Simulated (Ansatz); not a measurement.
AlCu$_{3}$: phonons across the zone

Theory: DFT PBEsol, scalar-relativistic, plane waves, PAW (Ansatz). Settings: 420 eV plane-wave cutoff, Γ-centred 12×12×8 mesh, Fermi-Dirac smearing of 0.15 eV. No spin polarisation. Phonons by linear response, acoustic sum rule imposed.

Relaxed structure:
```
Al Cu
1.0
     5.14460    0.00000    0.00000
    -2.57230    4.45535    0.00000
     0.00000    0.00000    4.17613
Al Cu
2 6
Cartesian
  2.5723 1.4851 1.0440
  0.0000 2.9702 3.1321
  1.2755 0.7364 3.1321
  3.8691 0.7364 3.1321
  2.5723 2.9826 3.1321
  1.2968 3.7190 1.0440
  -1.2968 3.7190 1.0440
  0.0000 1.4728 1.0440
```

In a metal, frequencies and elastic constants depend on the k mesh and the smearing, soft modes and shear constants most. Some empty bands missed the eigensolver's threshold. The q mesh is coarse, so values between its points are rough.

Force constants from linear response on a 2×2×4 q mesh.

Path: Γ–M–K–Γ–A–L–H–A | L–M | H–K. Distance along the path (Å⁻¹), then the branches (cm⁻¹, negative for imaginary):
```
0.000  0 0 0 120 120 130 137 137 143 143 171 173 185 185 193 193 214 230 284 296 296 308 308 311
0.176  26 27 52 120 124 130 135 137 144 149 169 171 184 186 193 198 212 228 285 295 295 306 307 310
0.353  51 51 98 116 126 132 134 137 150 164 165 171 179 186 194 206 207 221 287 290 293 301 305 307
0.529  73 74 107 112 136 136 138 147 157 163 169 175 177 182 194 201 213 214 286 290 290 294 302 303
0.705  90 92 94 97 136 140 153 160 162 163 163 170 174 181 194 200 210 217 285 289 290 292 300 302
0.807  92 93 96 98 133 138 152 158 164 165 166 172 175 182 192 198 209 218 285 289 290 292 299 302
0.909  95 97 101 101 127 131 151 155 167 169 169 177 178 183 189 195 205 220 285 288 290 293 298 300
1.010  98 104 105 107 119 123 150 153 167 174 174 181 182 184 186 190 200 222 285 289 290 294 297 298
1.112  100 110 110 111 111 118 151 151 167 177 179 179 185 185 187 187 195 222 285 290 290 295 295 297
1.316  84 88 115 116 123 123 141 155 165 169 170 171 183 187 189 194 205 219 287 287 291 294 299 300
1.519  58 61 109 119 125 126 132 142 152 166 169 171 176 188 192 203 211 218 288 290 291 300 304 306
1.723  30 31 59 120 124 130 134 137 145 151 169 171 183 186 193 200 211 227 285 294 295 306 307 310
1.926  0 0 0 120 120 130 137 137 143 143 171 173 185 185 193 193 214 230 284 296 296 308 308 311
2.115  27 27 60 120 120 129 134 134 142 142 168 169 185 185 190 190 218 224 288 298 298 309 309 309
2.303  53 53 112 117 117 130 133 133 143 143 164 164 183 183 184 184 212 224 293 301 301 304 310 310
2.491  76 76 109 109 137 141 141 150 150 151 157 165 176 176 180 180 205 223 297 300 305 305 310 310
2.679  94 94 94 94 148 148 152 152 152 152 166 166 175 175 175 175 212 212 298 298 308 308 308 308
2.855  98 98 100 100 145 145 150 150 152 152 164 164 176 176 180 180 211 211 297 297 306 306 307 307
3.031  107 107 113 113 140 140 146 146 150 150 159 159 178 178 191 191 208 208 293 293 302 302 304 304
3.208  117 117 127 127 136 136 142 142 144 144 154 154 180 180 197 197 209 209 288 288 297 297 302 302
3.384  124 124 133 133 134 134 140 140 141 141 150 150 182 182 197 197 213 213 286 286 295 295 301 301
3.486  124 124 133 133 134 134 140 140 142 142 150 150 182 182 197 197 213 213 286 286 295 295 300 300
3.587  123 123 131 131 137 137 139 139 143 143 150 150 182 182 198 198 212 212 286 286 295 295 299 299
3.689  123 123 130 130 139 139 140 140 142 142 149 149 183 183 199 199 212 212 286 286 294 294 298 298
3.791  123 123 130 130 140 140 141 141 141 141 148 148 183 183 199 199 212 212 286 286 294 294 297 297
3.994  120 120 132 132 134 134 140 140 144 144 153 153 181 181 200 200 209 209 287 287 296 296 299 299
4.198  109 109 118 118 139 139 143 143 149 149 159 159 178 178 194 194 207 207 292 292 300 300 303 303
4.402  99 99 102 102 144 144 149 149 152 152 163 163 176 176 182 182 210 210 296 296 306 306 307 307
4.605  94 94 94 94 148 148 152 152 152 152 166 166 175 175 175 175 212 212 298 298 308 308 308 308
4.699  121 122 129 132 133 137 140 143 143 143 144 157 181 182 196 198 208 217 286 286 295 296 300 302
4.887  109 112 120 121 134 141 142 147 152 152 156 170 180 184 192 194 204 220 285 287 296 296 297 303
5.075  98 101 106 109 135 142 147 155 157 159 164 173 176 186 189 191 212 216 284 288 292 296 298 303
5.263  91 94 95 99 136 141 154 156 162 163 165 170 174 182 193 198 211 216 285 290 290 293 299 302
5.357  123 123 130 130 140 140 141 141 141 141 148 148 183 183 199 199 212 212 286 286 294 294 297 297
5.545  121 121 126 126 130 133 144 144 148 148 152 164 182 182 199 199 210 210 287 287 293 295 297 297
5.734  117 118 118 120 120 126 153 153 155 155 160 176 182 182 198 204 204 205 288 288 291 296 297 297
5.922  105 112 112 115 115 120 152 152 165 168 168 178 184 184 196 196 196 217 287 289 289 296 296 297
6.110  100 110 110 111 111 118 151 151 167 177 179 179 185 185 187 187 195 222 285 290 290 295 295 297
```

Whether AlCu3 exists in this form wasn't checked.